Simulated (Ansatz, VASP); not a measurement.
## Two plane-wave programs on PbSe (Clausthalite)

File INCAR:

```
PREC = Accurate
ENCUT = 520
EDIFF = 1E-7
ISMEAR = -1
SIGMA = 0.05
LREAL = False
LASPH = True
NELM = 100
ALGO = Normal
ISIF = 2
LWAVE = False
LCHARG = False
GGA = PS
NBANDS = 17
```

KPOINTS

```
regular mesh
0
Gamma
  8 8 8
```

File POSCAR:

```
PbSe
1.0
    0.0000000000      3.0809197960      3.0809197960
    3.0809197960      0.0000000000      3.0809197960
    3.0809197960      3.0809197960      0.0000000000
Pb Se
1 1
Direct
    0.0000000000      0.0000000000      0.0000000000
    0.5000000000      0.5000000000      0.5000000000
```

Contents of input.yaml:

```yaml
crystal:
  lattice:
    - [0.0, 3.080919796, 3.080919796]
    - [3.080919796, 0.0, 3.080919796]
    - [3.080919796, 3.080919796, 0.0]
  atoms:
    - { symbol: Pb, position: [0.0, 0.0, 0.0] }
    - { symbol: Se, position: [0.5, 0.5, 0.5] }
hamiltonian:
  xc: pbesol
  pseudopotentials: { kind: paw }
kpoints:
  mp_grid: { grid: [8, 8, 8] }
scf:
  occupations: { method: fermi_dirac, width: 0.05 }
output:
  forces: true
  stress: true
  eigenvalues: true
```

Alike in both runs: task single point; functional PBEsol; k mesh 8 × 8 × 8; occupations fermi-dirac, width 0.05 eV; no spin polarisation.

```csv
,VASP,Ansatz
version,VASP 6.6.1,Ansatz 0.2.0
potentials or method,"VASP PAW PBE potentials, release 64 (Pb_d, Se)",Ansatz PAW
plane-wave cutoff (eV),520,420
valence electrons in the cell,20,30
```

|  | VASP | Ansatz | Ansatz less VASP |
| --- | --- | --- | --- |
| gap on the k mesh at the Fermi level (eV) | 0.27 | 0.26 | -0.003 |
| least direct gap on the mesh (eV) | 0.27 | 0.26 | -0.003 |
| pressure (GPa) | -1.5 | -1.5 | 0.00 |

With one functional, cell and mesh, what is left measures potentials, basis and numerics. The two sets of potentials don't hold the same shells in valence.

Caveats: spin-orbit coupling is left out, which as a rule narrows the gap of such compounds by several tenths of an eV; the PAW data sets were made with another functional, which shifts forces and pressure a little (VASP); the PAW data sets come from PBE, with cores solved anew for the run's functional, which leaves a small shift of forces and pressure (Ansatz).
